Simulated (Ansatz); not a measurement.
Computed with Ansatz 0.2.0, DFT PBE, scalar-relativistic, plane waves, PAW. All cells share a 420 eV cutoff and Γ-centred k meshes spaced at most about 0.3 Å⁻¹ (about 0.25 or finer for metals, 2π included). No spin polarisation.

Each guess is relaxed in cell and atoms at zero pressure, on a coarse mesh first where it starts far from rest and then on a converged one. The steps can't lower the symmetry of the start, but it can rise. Energies are static (0 K, no zero-point motion).

This guess for SiMo3 isn't its lowest structure:

```cif
data_structure
_symmetry_space_group_name_H-M 'Fm-3m'
_symmetry_Int_Tables_number 225
_cell_length_a 6.7511
_cell_length_b 6.7511
_cell_length_c 6.7511
_cell_angle_alpha 90.000
_cell_angle_beta 90.000
_cell_angle_gamma 90.000
_cell_volume 307.69
loop_
_atom_site_label
_atom_site_type_symbol
_atom_site_symmetry_multiplicity
_atom_site_Wyckoff_symbol
_atom_site_fract_x
_atom_site_fract_y
_atom_site_fract_z
_atom_site_occupancy
Si1 Si 4 a 0.00000 0.00000 0.00000 1
Mo1 Mo 8 c 0.25000 0.25000 0.75000 1
Mo2 Mo 4 b 0.50000 0.00000 0.00000 1
```

Q: Where does the relaxation end?

A: Fm-3m at 19.2 Å³/atom → Fm-3m (BiF3 (D0_3) type) at 14.9 Å³/atom. Conventional cell: a = 6.198 Å. Si has 8 Mo at 2.68 Å and 6 Mo at 3.10 Å; around Mo on a site of symmetry -43m lie 4 Mo at 2.68 Å, 4 Si at 2.68 Å and 6 Mo at 3.10 Å; Mo on a site of symmetry m-3m has 8 Mo at 2.68 Å and 6 Si at 3.10 Å.

```cif
data_structure
_symmetry_space_group_name_H-M 'Fm-3m'
_symmetry_Int_Tables_number 225
_cell_length_a 6.1979
_cell_length_b 6.1979
_cell_length_c 6.1979
_cell_angle_alpha 90.000
_cell_angle_beta 90.000
_cell_angle_gamma 90.000
_cell_volume 238.09
loop_
_atom_site_label
_atom_site_type_symbol
_atom_site_symmetry_multiplicity
_atom_site_Wyckoff_symbol
_atom_site_fract_x
_atom_site_fract_y
_atom_site_fract_z
_atom_site_occupancy
Si1 Si 4 a 0.00000 0.00000 0.00000 1
Mo1 Mo 8 c 0.25000 0.25000 0.75000 1
Mo2 Mo 4 b 0.50000 0.00000 0.00000 1
```

Q: How far does this end lie above the lowest form of SiMo3 relaxed in the same way, and what is that form?

A: It lies 262 meV/atom above the lowest of the 10 forms computed, a structure that the Crystallography Open Database (COD) lists, of the A15 type. Space group Pm-3n (No. 223), cubic, a = 4.906 Å. Around Si lie 12 Mo at 2.74 Å; Mo has 2 Mo at 2.45 Å, 4 Si at 2.74 Å and 8 Mo at 3.00 Å. That form has 14.8 Å³/atom and no gap on its mesh, nor has the guess's end. Counting Mo atoms around Si (those within 1.25 times the shortest such distance or 1.15 times the sum of covalent radii, 1.27 where that leaves under three; a plus sign parts nearer from farther groups), the guess's end has Si 8+6 and the lowest form has Si 12.

Some types were kept out of the candidates beforehand, so the set may lack a known form.

The relaxation is a uniform contraction: every site in the D0_3 arrangement is fixed by symmetry, so only the lattice parameter can respond, and the overexpanded guess keeps its bcc-like ordering. The remaining 262 meV/atom is therefore a matter of atomic arrangement rather than poor starting distances. Nor is it a matter of packing density, since the two forms have nearly equal volumes, 14.9 and 14.8 Å³/atom.

The A15 form instead places Mo in chains with contacts of 2.45 Å, shorter than in elemental bcc Mo, and surrounds Si with 12 Mo at a single distance. Strong Mo d–d bonding along the chains, together with Si p–Mo d hybridisation, probably accounts for much of its advantage; a density of states would be needed to confirm this. The preference for A15 agrees with the known structure of Mo3Si. The comparison ranks structures at one composition only, and leaves open whether A15 is stable against decomposition into Mo and a silicon-richer silicide.
